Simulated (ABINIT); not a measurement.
Here is an ABINIT 10.8.3 (patched build) calculation.

File run.abi:

```
ndtset 2

pp_dirpath "./"
pseudos "Pb.GGA_PBE-JTH_sp.xml, Se.GGA_PBE-JTH.xml"

acell 8.1795146323 8.1795146323 8.1795146323
rprim
     0.0000000000     0.7071067812     0.7071067812
     0.7071067812     0.0000000000     0.7071067812
     0.7071067812     0.7071067812     0.0000000000
ntypat 2
znucl 82 34
natom 2
typat 1 2
xred
     0.0000000000     0.0000000000     0.0000000000
     0.5000000000     0.5000000000     0.5000000000

ecut 15.0
pawecutdg 30.0

ixc -110131

occopt 3
tsmear 0.00183747

nstep 100

iomode 3
prtwf 0
prteig 0
prtebands 0
enunit 1
prtden1 1

kptopt1 1
ngkpt1 8 8 8
nshiftk1 1
shiftk1 0.0 0.0 0.0
nband1 9
tolvrs1 1.0e-9

iscf2 -2
getden2 1
nband2 13
nbdbuf2 2
tolwfr2 1.0e-12
kptopt2 -9
ndivsm2 8
prteig2 1
kptbounds2
     0.0000000000     0.0000000000     0.0000000000
     0.5000000000     0.0000000000     0.5000000000
     0.5000000000     0.2500000000     0.7500000000
     0.3750000000     0.3750000000     0.7500000000
     0.0000000000     0.0000000000     0.0000000000
     0.5000000000     0.5000000000     0.5000000000
     0.6250000000     0.2500000000     0.6250000000
     0.5000000000     0.2500000000     0.7500000000
     0.5000000000     0.5000000000     0.5000000000
     0.3750000000     0.3750000000     0.7500000000
```

Potentials or basis: JTH PAW PBE v2.0 sp.

The run is started by

```console
$ abinit run.abi > log 2>&1
```

Question: Estimate the pressure.

Answer: 3.4 GPa.

Question: Predict the band gap along the path.

Answer: 0.63 eV, direct.

Question: What does it give for the band gap on the k mesh?

Answer: 0.63 eV, direct.

Levels at the corners of the path, in eV from the valence-band top:
| point | band 3 | band 4 | band 5 | band 6 | band 7 | band 8 |
| --- | --- | --- | --- | --- | --- | --- |
| Γ | -1.77 | -1.77 | -1.77 | 4.84 | 4.84 | 4.84 |
| X | -4.78 | -3.10 | -3.10 | 4.04 | 5.72 | 5.72 |
| W | -4.06 | -4.06 | -0.77 | 2.04 | 5.23 | 5.23 |
| K | -4.39 | -2.62 | -2.29 | 3.61 | 4.07 | 5.68 |
| Γ | -1.77 | -1.77 | -1.77 | 4.84 | 4.84 | 4.84 |
| L | -1.42 | -1.42 | 0.00 | 0.63 | 1.84 | 1.84 |
| U | -4.39 | -2.62 | -2.29 | 3.61 | 4.07 | 5.68 |
| W | -4.06 | -4.06 | -0.77 | 2.04 | 5.23 | 5.23 |
| L | -1.42 | -1.42 | 0.00 | 0.63 | 1.84 | 1.84 |
| K | -4.39 | -2.62 | -2.29 | 3.61 | 4.07 | 5.68 |

Caveat: the PAW data sets were made with another functional, which shifts forces and pressure a little; spin-orbit coupling is left out, which as a rule narrows the gap of such compounds by several tenths of an eV; this set keeps more shells in the core, which shifts pressures and gaps.

**Measured values to compare with.**

A printed reference work, monograph reports, for a bulk crystal of PbSe at 300 K: band gap 0.28 eV (direct).

A measured gap of PbSe is 0.28 eV (direct; 300 K; a printed reference work, monograph); the calculated 0.63 eV misses it by +0.35 eV. 2 values of this kind are on record (0.15 to 0.28 eV); this one was drawn at random. Spin-orbit coupling on Pb, Se is left out. The value is that of OLYP, without temperature or zero-point motion.
